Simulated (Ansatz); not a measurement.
# MgS: computed properties

Theory: Ansatz, DFT PBE, scalar-relativistic, plane waves, PAW.

Settings: cutoff 420 eV, Γ-centred mesh 8×8×8 on the computed 2-atom cell, Gaussian smearing of 0.02 eV; no spin polarisation.

The structure is relaxed at this level of theory with its symmetry kept. This zinc-blende form isn't the usual stable structure of the compound.

```
Mg S
1.0
     0.00000    2.84861    2.84861
     2.84861    0.00000    2.84861
     2.84861    2.84861    0.00000
Mg S
1 1
Cartesian
  0.0000 0.0000 0.0000
  4.2729 4.2729 4.2729
```

```
Space group                                                       : F-43m (No. 216)
Volume per atom                                                   : 23.12 Å³
Formation energy from the elements' standard states (uncorrected) : -1.430 eV/atom
Kohn–Sham band gap                                                : 3.37 eV
Löwdin character of the top 1 eV of the valence band              : S 3p 97 %
Bader charges (e)                                                 : Mg (1 in the cell) 1.63, S (1 in the cell) -1.63
```

Cost: 1 run of about 0.44 core-minutes, on Arm Neoverse N1 (shared hosts).